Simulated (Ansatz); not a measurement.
**(111) superlattice of 2 and 10 atomic planes of GaN and AlN, in-plane a of AlN, 12 atoms**

Which settings matter for this cell? A base run comes first, then runs with one to three settings changed.

All numbers are computed with Ansatz 0.2.0 (PAW, plane waves).

### 1 The starting cell

12 atoms (1 Ga, 5 Al, 6 N); a = 3.096 Å, b = 3.096 Å, c = 15.287 Å, α = 90.00°, β = 90.00°, γ = 120.00°. All atoms were shaken off their sites by about 0.10 Å along each axis.

### 2 PBEsol single point

Input file in.yaml:

```yaml
crystal:
  lattice:
    - [2.188861, -2.188861, 0.000000]
    - [0.000000, 2.188861, -2.188861]
    - [8.825677, 8.825677, 8.825677]
  atoms:
    - { symbol: Ga, position: [0.018966, 0.990732, 0.005403] }
    - { symbol: Al, position: [0.009693, 0.981594, 0.490944] }
    - { symbol: Al, position: [0.349844, 0.685271, 0.166006] }
    - { symbol: Al, position: [0.329292, 0.659913, 0.673130] }
    - { symbol: Al, position: [0.637463, 0.372716, 0.329006] }
    - { symbol: Al, position: [0.632658, 0.297166, 0.827115] }
    - { symbol: N, position: [0.980929, 0.015568, 0.131017] }
    - { symbol: N, position: [0.992894, 0.944616, 0.631439] }
    - { symbol: N, position: [0.287373, 0.629711, 0.285867] }
    - { symbol: N, position: [0.296736, 0.620703, 0.786789] }
    - { symbol: N, position: [0.645890, 0.335213, 0.457858] }
    - { symbol: N, position: [0.640904, 0.333947, 0.958321] }
kpoints:
  mp_grid: { grid: [4, 4, 1] }
hamiltonian:
  xc: pbesol
scf:
  occupations: { method: fermi_dirac, width: 0.01 }
output:
  forces: true
  eigenvalues: true
  stress: true
  populations: true
```

The run is started by

```sh
$ ansatz run in.yaml --threads 8 --pin off --max-ram 13300MiB --runs-dir r --events-out ev --progress --plain
```

The program printed:

```text
Pseudopotentials: kind: paw
Functional definition: PBEsol
  exchange = pbesol_x
  correlation = pbesol_c
Crystal: 12 atoms, lattice volume = 126.854 Å³
Basis set: ecut = 420 eV, 2451 PW (Γ), exchange–correlation on 48×48×216 points (8 copies of the dense FFT grid, shifted against one another)
Bands: 41, of which v1, the nominal top of the filled ones, is band 29 counted from 1 (28 counted from 0)
Symmetry: 1 space group operations
Space group: P1 (ITA 1), of the structure as read, at distance tolerance 5.0e-5 Å
k-points: 10 of 16 (time reversal used)
Non-local potential: Ga, projectors of the file, l = 0: 2, l = 1: 2, l = 2: 3, l = 3: 1
Non-local potential: Al, projectors of the file, l = 0: 2, l = 1: 2, l = 2: 1
Non-local potential: N, projectors of the file, l = 0: 2, l = 1: 2, l = 2: 1
PAW form: soft (Blöchl's): semilocal exchange-correlation on the pseudo side does not see the compensation charge
PAW frozen core: Ga, regenerated for the run's functional, and the local potential with it (the file was generated under x = pbe(κ = 0.804, μ = 0.2195149727645171), c = pbe(β = 0.06672455060314922))
PAW frozen core: Al, regenerated for the run's functional, and the local potential with it (the file was generated under x = pbe(κ = 0.804, μ = 0.2195149727645171), c = pbe(β = 0.06672455060314922))
PAW frozen core: N, regenerated for the run's functional, and the local potential with it (the file was generated under x = pbe(κ = 0.804, μ = 0.2195149727645171), c = pbe(β = 0.06672455060314922))
PAW one-centre angular grid: Ga, 590 points (default); XC on 64 Gauss nodes
PAW one-centre angular grid: Al, 110 points (default); XC on 64 Gauss nodes
PAW one-centre angular grid: N, 110 points (default); XC on 64 Gauss nodes
Initial density: superposition of atomic densities (neutral atoms: chi_scale 0, normalization atom), corrected by the library's trained network
Initial wavefunctions: pseudopotential atomic-orbital guess
Functional: x = pbesol(κ = 0.804, μ = 0.12345679012345678), c = pbesol(β = 0.046)
SCF iter   1: F=—  HF=-8650.534524 eV  |F-HF|=—  |Δ(HF+E_count)|=         —  Δρ=9.12e-3  dr2=1.37e-1  ethr=1.77e-3  ⟨swp⟩=7.2  Hψ=2053  notcnv=0  defer=15
preconditioner: auto → Resta (q_TF=auto, 2.395 Å⁻¹)  ε∞=4.2  [insulator: Δε(μ)=1.754 eV  Ē_g=14.088 eV  σ=0.010 eV  W_gap=1.00  n_scr=28 (ndim 8)  ℏωp=25.1 eV  f_vac=0.000  D(μ)=0.00/eV (n_scr^D=0)  ε∞_Penn≈4.2]
SCF iter   2: F=—  HF=-8650.503346 eV  |F-HF|=—  |Δ(HF+E_count)|=   3.12e-2  Δρ=3.01e-3  dr2=2.85e-2  ethr=2.36e-4  ⟨swp⟩=3.0  Hψ=709  notcnv=0  defer=63
SCF iter   3: F=—  HF=-8650.497309 eV  |F-HF|=—  |Δ(HF+E_count)|=   6.04e-3  Δρ=8.39e-4  dr2=4.62e-3  ethr=4.91e-5  ⟨swp⟩=2.2  Hψ=571  notcnv=0  defer=63
SCF iter   4: F=—  HF=-8650.496560 eV  |F-HF|=—  |Δ(HF+E_count)|=   7.49e-4  Δρ=6.23e-4  dr2=6.23e-4  ethr=7.96e-6  ⟨swp⟩=2.3  Hψ=678  notcnv=0  defer=63
SCF iter   5: F=—  HF=-8650.496124 eV  |F-HF|=—  |Δ(HF+E_count)|=   4.36e-4  Δρ=1.87e-4  dr2=6.48e-5  ethr=1.07e-6  ⟨swp⟩=2.0  Hψ=701  notcnv=0  defer=63
SCF iter   6: F=—  HF=-8650.496327 eV  |F-HF|=—  |Δ(HF+E_count)|=   2.02e-4  Δρ=3.86e-5  dr2=2.76e-6  ethr=1.12e-7  ⟨swp⟩=2.1  Hψ=693  notcnv=0  defer=63
SCF iter   7: F=—  HF=-8650.496326 eV  |F-HF|=—  |Δ(HF+E_count)|=   6.06e-7  Δρ=9.93e-6  dr2=2.30e-7  ethr=4.75e-9  ⟨swp⟩=2.0  Hψ=516  notcnv=0  defer=63
SCF iter   8: F=-8650.496326 eV  HF=-8650.496326 eV  |F-HF|=1.75e-8  |Δ(HF+E_count)|=   3.00e-8  Δρ=3.38e-6  dr2=2.30e-8  ethr=1.72e-10  ⟨swp⟩=12.9  Hψ=1991  notcnv=0
SCF 1 converged in 8 iterations: F = -8650.496326 eV  dr2 = 2.30e-8
SCF converged after 8 iterations
Free energy (F): -8650.496326 eV
Harris-Foulkes:  -8650.496326 eV  (|F-HF|=1.75e-8)
Internal energy: -8650.496326 eV  (E = F + TS)
E sigma→0 (E₀):  -8650.496326 eV
Fermi energy:    9.465525 eV
--- Per-component energies (eV) ---
  E_band       = 52.570413
  E_kinetic    = 1044.403708
  E_local      = -5268.351231  (includes V_loc(G=0)·N_el)
  E_nonlocal   = 755.391869
  E_hartree    = 2373.293837
  E_xc         = -631.947102
  E_vxc        = -672.110609  (∫ρ·V_xc dr)
  E_paw        = -4964.956266  (= ΣΔE_a)
  E_vpaw       = -553.351189  (= ΣTr[D̂ρ^β])
  E_aug_tail   = 0.000457  (compensation charges beyond the density's cutoff)
  E_ewald      = -1959.458864
  E_core_change = 1.127266  (= ΣΔE_core)
  E_smearing   = -0.000000  (= −TS)
  E_closure    = -0.000000  (closes the sum)
  Σ components = -8650.496326   (vs F -8650.496326, Δ=0.00e0)
--- Forces (eV/Å), atoms counted from 1 ---
  atom   1  Ga    -2.00885670     0.80029432    -0.43451811
  atom   2  Al     1.02912799     3.57103973     1.75490447
  atom   3  Al    -1.53050107     1.19138265     0.56235591
  atom   4  Al    -1.92269920    -3.72031338    -0.95720627
  atom   5  Al     0.77849100    -1.68703173     2.07876961
  atom   6  Al     0.91619496     0.77863346     0.98686653
  atom   7  N      1.16545710    -1.52209665    -0.56091096
  atom   8  N     -1.28836503     0.62968119    -2.36884695
  atom   9  N      0.46137088     2.40106615    -1.09724593
  atom  10  N      1.98709277     2.11274984     1.57489180
  atom  11  N     -0.25990943    -2.57134685    -0.86789206
  atom  12  N      0.67261000    -1.98404534    -0.67114127
  max |Σ_I F_I| component: 2.68e-5 eV/Å
--- Stress (GPa, compression-positive) ---
        6.602061      -3.802015      -1.858372
       -3.802057       4.776027       1.944698
       -1.858308       1.944636       6.267990
  P = ⅓ Tr σ = 5.8820 GPa (58.820 kbar)
--- Band table (eV; the first three rows and the last of 10) ---
  k-point 0: bands = ["-8.1387", "-7.6186", "-7.4439", "-6.8902", "-6.6268", "-5.3189", "-5.2513", "-5.1350", "-5.0240", "-5.0231", "-4.5901", "1.0737", "2.4038", "2.8534", "5.0304", "5.8503", "5.9279", "6.0518", "6.1791", "6.5630", "6.6108", "6.6409", "6.7361", "7.0132", "7.5089", "7.8220", "8.0054", "8.4543", "8.5884", "10.8460", "12.1317", "12.6647", "13.6053", "13.7937", "14.8781", "16.4995", "16.7681", "17.3633", "17.7903", "17.8589", "18.0531"]
  k-point 1: bands = ["-7.4163", "-7.0006", "-6.8441", "-6.4478", "-6.1987", "-5.2458", "-5.1501", "-5.0234", "-5.0067", "-4.5955", "-4.1702", "1.9346", "2.5941", "3.0557", "3.4605", "3.9444", "4.1430", "4.4436", "5.0558", "5.3866", "5.6929", "5.9055", "6.0594", "6.1981", "6.4934", "6.6979", "7.2796", "7.5615", "7.6865", "12.3160", "12.7847", "13.2840", "13.6319", "13.9282", "14.9826", "15.7278", "16.1528", "16.6379", "17.3776", "17.5464", "17.8644"]
  k-point 2: bands = ["-6.6587", "-6.4016", "-6.0875", "-5.7204", "-5.6532", "-5.2072", "-5.1746", "-4.9527", "-4.5523", "-3.9714", "-3.4871", "1.0095", "1.4490", "1.8436", "2.0237", "2.3638", "3.3753", "4.3370", "4.7655", "4.8900", "5.2979", "5.4422", "5.5354", "5.5836", "5.8478", "6.1969", "6.8891", "7.1440", "7.3070", "10.3534", "11.7174", "12.0376", "13.8598", "13.9648", "14.4635", "14.8284", "15.7706", "16.1324", "16.3095", "16.9738", "17.5707"]
  k-point 9: bands = ["-6.7386", "-6.4340", "-6.0148", "-5.7651", "-5.6397", "-5.2016", "-5.1830", "-4.9540", "-4.5550", "-3.9495", "-3.5350", "1.0186", "1.7077", "1.7593", "2.1273", "2.2859", "3.2786", "4.4532", "4.6381", "4.9219", "5.1488", "5.2996", "5.4970", "5.6816", "6.0786", "6.2193", "6.7438", "7.1964", "7.7275", "10.3703", "11.6974", "12.0288", "13.7164", "14.1221", "14.4389", "14.9200", "15.6757", "16.0714", "16.3445", "16.5567", "17.5970"]
--- Löwdin populations: 12 sites ---
  site symbol       q [e]
     0     Ga     12.2943
     1     Al      1.9239
     2     Al      1.8986
     3     Al      1.9583
     4     Al      1.9548
     5     Al      1.9141
     6      N      5.9409
     7      N      5.9626
     8      N      6.0060
     9      N      6.0257
    10      N      6.0003
    11      N      5.7656
  spilling = 0.006117 (of n_electrons = 58.000000)
```

Run time: 1.6 s. Hardware: 8 threads of Intel Xeon Platinum 8259CL at 2.50GHz, shared host; peak memory 0.58 GiB.

Spacing of the frontier levels at a 4×4×1 mesh: 1.76 eV (8.588 to 10.348 eV).

Planar mean of the electrostatic potential energy along c, from its mean:

(z (Å), v (eV)): (0.00, -3.05), (0.28, -1.84), (0.57, -0.11), (0.71, 1.35), (0.99, 4.64), (1.27, 5.41), (1.56, 1.45), (1.84, -4.96), (2.12, -7.25), (2.26, -6.18), (2.55, -2.40), (2.83, -0.32), (3.11, 1.27), (3.40, 4.24), (3.54, 5.26), (3.82, 3.93), (4.10, -1.50), (4.39, -6.28), (4.67, -5.70), (4.81, -3.92), (5.10, -1.14), (5.38, -0.52), (5.66, 1.23), (5.94, 4.28), (6.23, 5.34), (6.37, 4.35), (6.65, -1.26), (6.94, -6.91), (7.22, -6.85), (7.50, -3.06), (7.64, -1.38), (7.93, 0.28), (8.21, 3.02), (8.49, 6.49), (8.78, 8.09), (8.92, 7.95), (9.20, 4.20), (9.48, -1.99), (9.77, -5.17), (10.05, -2.90), (10.33, 0.18), (10.47, 0.69), (10.76, 1.39), (11.04, 3.66), (11.32, 5.19), (11.61, 1.69), (11.75, -1.34), (12.03, -6.25), (12.31, -5.61), (12.60, -1.93), (12.88, -0.21), (13.02, 0.20), (13.30, 2.38), (13.59, 5.72), (13.87, 7.12), (14.15, 4.52), (14.44, -1.19), (14.58, -3.95), (14.86, -6.29), (15.14, -4.31)

### 3 Run again with cutoff 120 eV

Edit in.yaml of step 2 so:

```diff
@@ -20,2 +20,3 @@
   mp_grid: { grid: [4, 4, 1] }
+basis: { ecutwfc: 120 }
 hamiltonian:
@@ -24,2 +25,3 @@
   occupations: { method: fermi_dirac, width: 0.01 }
+  max_iter: 90
 output:
@@ -28,2 +30 @@
   stress: true
-  populations: true
```

The run is started by

```sh
$ ansatz run in.yaml --threads 8 --pin off --max-ram 13300MiB --runs-dir r --events-out ev --progress --plain
```

The program printed, shortened:

```text
[... 2 set-up lines as earlier in the session ...]
[...]
Crystal: 12 atoms, lattice volume = 126.854 Å³
Basis set: ecut = 120 eV, 381 PW (Γ), exchange–correlation on 24×24×120 points (8 copies of the dense FFT grid, shifted against one another)
Bands: 41, of which v1, the nominal top of the filled ones, is band 29 counted from 1 (28 counted from 0)
[... 2 set-up lines as earlier in the session ...]
k-points: 10 of 16 (time reversal used)
[...]
SCF iter   1: F=—  HF=-8518.726688 eV  |F-HF|=—  |Δ(HF+E_count)|=         —  Δρ=3.14e-1  dr2=7.39e1  ethr=1.77e-3  ⟨swp⟩=7.0  Hψ=1932  notcnv=0  defer=12
[...]
SCF iter  17: F=-8462.652014 eV  HF=-8462.652014 eV  |F-HF|=2.08e-8  |Δ(HF+E_count)|=   2.37e-9  Δρ=4.89e-6  dr2=3.56e-8  ethr=1.72e-10  ⟨swp⟩=8.4  Hψ=1130  notcnv=0
[...]
SCF converged after 17 iterations
[...]
Free energy (F): -8462.652014 eV
[...]
E sigma→0 (E₀):  -8462.651589 eV
Entropy (-TS):   -0.000849 eV (-0.071 meV/atom)
Fermi energy:    9.529930 eV
[...]
--- Forces (eV/Å), atoms counted from 1 ---
  atom   1  Ga    -1.49290262     1.56919957     0.18430233
  atom   2  Al     0.40835723     2.97151693     1.14983388
  atom   3  Al    -2.15540806     0.91087068     0.18885706
  atom   4  Al    -1.69718830    -3.79535351    -1.37054411
  atom   5  Al     1.10953955    -1.76232166     1.64487138
  atom   6  Al     0.51125488     0.32576158     0.56292130
  atom   7  N      0.47326819    -2.90467581    -1.81318181
  atom   8  N     -0.92640045     1.12658414    -1.32637684
[...]
--- Stress (GPa, compression-positive) ---
       -9.344289       0.036021       2.524528
        0.036012     -11.052104       3.896485
        2.524540       3.896467      -9.707778
  P = ⅓ Tr σ = -10.0347 GPa (-100.347 kbar)
--- Band table (eV; the first three rows and the last of 10) ---
[...]
```

Wall time 1.3 s (8 threads of Intel Xeon Platinum 8259CL at 2.50GHz, shared host); peak memory 0.42 GiB.

Against the first run: energy +15653.7 meV/atom; forces by 0.692 eV/Å rms; pressure -15.92 GPa. These settings are too loose to trust, converged or not.

### 4 Changed settings: smearing width 2.0 eV, charge changed by 1

Edit in.yaml of step 3 so:

```diff
@@ -20,8 +20,8 @@
   mp_grid: { grid: [4, 4, 1] }
-basis: { ecutwfc: 120 }
 hamiltonian:
   xc: pbesol
+total_charge: 1
 scf:
-  occupations: { method: fermi_dirac, width: 0.01 }
-  max_iter: 90
+  occupations: { method: fermi_dirac, width: 2 }
+  max_iter: 50
 output:
```

The run is started by

```sh
$ ansatz run in.yaml --threads 8 --pin off --max-ram 13300MiB --runs-dir r --events-out ev --progress --plain
```

The program printed, shortened:

```text
band count auto-derived: 87 (N_el = 57.0; filled up to band 29; 41 by the electrons, moments and atoms)
[... 2 set-up lines as earlier in the session ...]
[...]
Crystal: 12 atoms, lattice volume = 126.854 Å³
Basis set: ecut = 420 eV, 2451 PW (Γ), exchange–correlation on 48×48×216 points (8 copies of the dense FFT grid, shifted against one another)
Bands: 87, of which v1, the nominal top of the filled ones, is band 29 counted from 1 (28 counted from 0)
[... 2 set-up lines as earlier in the session ...]
k-points: 10 of 16 (time reversal used)
[...]
SCF iter   1: F=—  HF=-8680.547144 eV  |F-HF|=—  |Δ(HF+E_count)|=         —  Δρ=8.68e-2  dr2=1.83e2  ethr=1.77e-3  ⟨swp⟩=9.6  Hψ=5061  notcnv=0
[...]
SCF iter  11: F=-8672.769452 eV  HF=-8672.769452 eV  |F-HF|=8.74e-9  |Δ(HF+E_count)|=   2.01e-7  Δρ=1.72e-6  dr2=1.25e-8  ethr=1.75e-10  ⟨swp⟩=9.8  Hψ=3368  notcnv=0
[...]
SCF converged after 11 iterations
Free energy (F): -8672.769452 eV
[...]
E sigma→0 (E₀):  -8654.863531 eV
Entropy (-TS):   -35.811842 eV (-2984.320 meV/atom)
Fermi energy:    9.546416 eV
[...]
--- Forces (eV/Å), atoms counted from 1 ---
  atom   1  Ga    -1.30012021     0.97769792     0.12287445
  atom   2  Al     0.21103678     2.64698624     0.84482416
  atom   3  Al    -1.40176104     1.07791675     0.39814130
  atom   4  Al    -1.31931680    -3.15711269    -0.63703869
  atom   5  Al     0.98670788    -1.28871881     2.06105042
  atom   6  Al     0.82897498     0.64979175     0.98829662
  atom   7  N      1.24509764    -1.12706342    -0.43940496
  atom   8  N     -1.21531436     0.67359642    -2.07357158
[...]
--- Stress (GPa, compression-positive) ---
       33.122262      -4.603181      -1.726345
       -4.603197      31.251535       3.432454
       -1.726311       3.432417      32.794687
  P = ⅓ Tr σ = 32.3895 GPa (323.895 kbar)
--- Band table (eV; the first three rows and the last of 10) ---
[...]
```

Run time: 2.3 s. Hardware: 8 threads of Intel Xeon Platinum 8259CL at 2.50GHz, shared host; peak memory 0.74 GiB.

Change from the base: forces by 0.444 eV/Å rms; pressure +26.51 GPa. Total energies of different functionals, charges or dispersion terms don't compare. These settings are too loose to trust, converged or not.

### 5 Run again with k points 2×2×2

Edit in.yaml of step 4 so:

```diff
@@ -19,8 +19,7 @@
 kpoints:
-  mp_grid: { grid: [4, 4, 1] }
+  mp_grid: { grid: [2, 2, 2] }
 hamiltonian:
   xc: pbesol
-total_charge: 1
 scf:
-  occupations: { method: fermi_dirac, width: 2 }
+  occupations: { method: fermi_dirac, width: 0.01 }
   max_iter: 50
```

The run is started by

```sh
$ ansatz run in.yaml --threads 8 --pin off --max-ram 13300MiB --runs-dir r --events-out ev --progress --plain
```

The program printed:

```text
[... 4 set-up lines as earlier in the session ...]
Crystal: 12 atoms, lattice volume = 126.854 Å³
Basis set: ecut = 420 eV, 2451 PW (Γ), exchange–correlation on 48×48×216 points (8 copies of the dense FFT grid, shifted against one another)
Bands: 41, of which v1, the nominal top of the filled ones, is band 29 counted from 1 (28 counted from 0)
[... 2 set-up lines as earlier in the session ...]
k-points: 8
[... 13 set-up lines as earlier in the session ...]
SCF iter   1: F=—  HF=-8646.339370 eV  |F-HF|=—  |Δ(HF+E_count)|=         —  Δρ=1.39e-2  dr2=1.79e-1  ethr=1.77e-3  ⟨swp⟩=7.2  Hψ=1604  notcnv=0  defer=14
preconditioner: auto → Resta (q_TF=auto, 2.395 Å⁻¹)  ε∞=4.4  [insulator: Δε(μ)=1.754 eV  Ē_g=13.659 eV  σ=0.010 eV  W_gap=1.00  n_scr=28 (ndim 8)  ℏωp=25.1 eV  f_vac=0.000  D(μ)=0.00/eV (n_scr^D=0)  ε∞_Penn≈4.4]
SCF iter   2: F=—  HF=-8646.307608 eV  |F-HF|=—  |Δ(HF+E_count)|=   3.18e-2  Δρ=7.12e-3  dr2=4.80e-2  ethr=3.09e-4  ⟨swp⟩=2.5  Hψ=536  notcnv=0  defer=46
SCF iter   3: F=—  HF=-8646.301891 eV  |F-HF|=—  |Δ(HF+E_count)|=   5.72e-3  Δρ=1.57e-3  dr2=4.08e-3  ethr=8.27e-5  ⟨swp⟩=2.9  Hψ=554  notcnv=0  defer=7
automatic band count: iteration 3 solves 36 bands in place of 41: the levels show a gap, and the empty bands left out lie too high to hold charge; the band table lists the bands solved (type scf.n_extra_bands for more)
SCF iter   4: F=—  HF=-8646.301081 eV  |F-HF|=—  |Δ(HF+E_count)|=   8.10e-4  Δρ=6.58e-4  dr2=7.78e-4  ethr=7.04e-6  ⟨swp⟩=2.4  Hψ=577  notcnv=0  defer=7
SCF iter   5: F=—  HF=-8646.300772 eV  |F-HF|=—  |Δ(HF+E_count)|=   3.09e-4  Δρ=2.88e-4  dr2=1.24e-4  ethr=1.34e-6  ⟨swp⟩=2.0  Hψ=554  notcnv=0  defer=7
SCF iter   6: F=—  HF=-8646.300742 eV  |F-HF|=—  |Δ(HF+E_count)|=   2.98e-5  Δρ=4.08e-5  dr2=4.64e-6  ethr=2.15e-7  ⟨swp⟩=3.0  Hψ=580  notcnv=0  defer=7
SCF iter   7: F=—  HF=-8646.300953 eV  |F-HF|=—  |Δ(HF+E_count)|=   2.11e-4  Δρ=1.49e-5  dr2=4.47e-7  ethr=8.00e-9  ⟨swp⟩=2.1  Hψ=477  notcnv=0  defer=7
SCF iter   8: F=-8646.300953 eV  HF=-8646.300953 eV  |F-HF|=2.55e-8  |Δ(HF+E_count)|=   7.13e-8  Δρ=4.01e-6  dr2=3.66e-8  ethr=1.72e-10  ⟨swp⟩=8.6  Hψ=1127  notcnv=0
SCF 1 converged in 8 iterations: F = -8646.300953 eV  dr2 = 3.66e-8
SCF converged after 8 iterations
Free energy (F): -8646.300953 eV
Harris-Foulkes:  -8646.300953 eV  (|F-HF|=2.55e-8)
Internal energy: -8646.300953 eV  (E = F + TS)
E sigma→0 (E₀):  -8646.300953 eV
Fermi energy:    9.592082 eV
--- Per-component energies (eV) ---
  E_band       = 65.648171
  E_kinetic    = 1056.573115
  E_local      = -5281.714930  (includes V_loc(G=0)·N_el)
  E_nonlocal   = 753.080502
  E_hartree    = 2382.867791
  E_xc         = -632.156615
  E_vxc        = -672.499565  (∫ρ·V_xc dr)
  E_paw        = -4966.619693  (= ΣΔE_a)
  E_vpaw       = -555.519961  (= ΣTr[D̂ρ^β])
  E_aug_tail   = 0.000474  (compensation charges beyond the density's cutoff)
  E_ewald      = -1959.458864
  E_core_change = 1.127266  (= ΣΔE_core)
  E_smearing   = -0.000000  (= −TS)
  E_closure    = 0.000000  (closes the sum)
  Σ components = -8646.300953   (vs F -8646.300953, Δ=0.00e0)
--- Forces (eV/Å), atoms counted from 1 ---
  atom   1  Ga    -2.04699991     0.85933630    -0.41754877
  atom   2  Al     0.77616534     3.30324767     1.50428146
  atom   3  Al    -1.67481000     1.06487196     0.46902445
  atom   4  Al    -2.09192287    -3.82726716    -1.07294261
  atom   5  Al     0.58921511    -1.86202438     1.90144494
  atom   6  Al     0.84379041     0.71381593     0.87779249
  atom   7  N      1.40882065    -1.29751455    -0.33531206
  atom   8  N     -0.93738482     0.87141444    -2.03998577
  atom   9  N      0.56238753     2.42400355    -1.01621807
  atom  10  N      1.99139808     2.13855809     1.55360683
  atom  11  N     -0.03446579    -2.27239751    -0.67187257
  atom  12  N      0.61377146    -2.11604270    -0.75230660
  max |Σ_I F_I| component: 3.63e-5 eV/Å
--- Stress (GPa, compression-positive) ---
        8.633115      -6.978415      -5.520568
       -6.978490       7.123714      -2.098672
       -5.520479      -2.098777       8.636579
  P = ⅓ Tr σ = 8.1311 GPa (81.311 kbar)
--- Band table (eV; the first three rows and the last of 8) ---
  k-point 0: bands = ["-7.9516", "-7.4097", "-7.2664", "-6.7103", "-6.4276", "-5.3515", "-5.2950", "-5.0889", "-5.0780", "-5.0071", "-4.5307", "1.1984", "2.5624", "2.9727", "5.2334", "6.0408", "6.1809", "6.3133", "6.4052", "6.8234", "6.8468", "6.8636", "6.9551", "7.2879", "7.7337", "8.1334", "8.1773", "8.7601", "8.7926", "10.9905", "12.2996", "12.8081", "13.7204", "13.8937", "14.9549", "16.6383"]
  k-point 1: bands = ["-7.9460", "-7.4833", "-7.1425", "-6.7949", "-6.4051", "-5.3517", "-5.2958", "-5.0892", "-5.0780", "-4.9747", "-4.5581", "1.3497", "2.0100", "3.8293", "4.3913", "6.1675", "6.3070", "6.3987", "6.7782", "6.8349", "6.8568", "6.9295", "6.9524", "7.2188", "7.3393", "8.1323", "8.1767", "8.7584", "8.7919", "11.3667", "11.7194", "13.3447", "13.3910", "13.9472", "14.9561", "16.6429"]
  k-point 2: bands = ["-6.5289", "-6.2868", "-5.8262", "-5.4512", "-5.4492", "-5.2531", "-5.2262", "-5.0048", "-4.5321", "-3.8089", "-3.3505", "1.1384", "1.6008", "1.9631", "2.1681", "2.5237", "3.4704", "4.5252", "4.9318", "5.1085", "5.4964", "5.6510", "5.7479", "5.7755", "6.0838", "6.3799", "7.1029", "7.3517", "7.4905", "10.3949", "11.7721", "12.0803", "13.9596", "14.0470", "14.5308", "14.9102"]
  k-point 7: bands = ["-6.6118", "-6.3105", "-5.7565", "-5.5086", "-5.4343", "-5.2379", "-5.2332", "-5.0078", "-4.5295", "-3.7859", "-3.4034", "1.1702", "1.6853", "2.0852", "2.2958", "2.3785", "3.3153", "4.7254", "4.9503", "5.1507", "5.2854", "5.3701", "5.5678", "5.8789", "6.2979", "6.6594", "7.0286", "7.2469", "7.8782", "10.5704", "11.2471", "12.7225", "13.4603", "14.0198", "14.5317", "15.5250"]
```

It took 0.9 s on 8 threads of Intel Xeon Platinum 8259CL at 2.50GHz, shared host; peak memory 0.55 GiB.

Compared with the base run, energy +349.6 meV/atom; forces by 0.175 eV/Å rms; pressure +2.25 GPa; frontier spacing 1.60 eV (base 1.76).

(Part 1 of 2 ends here.)
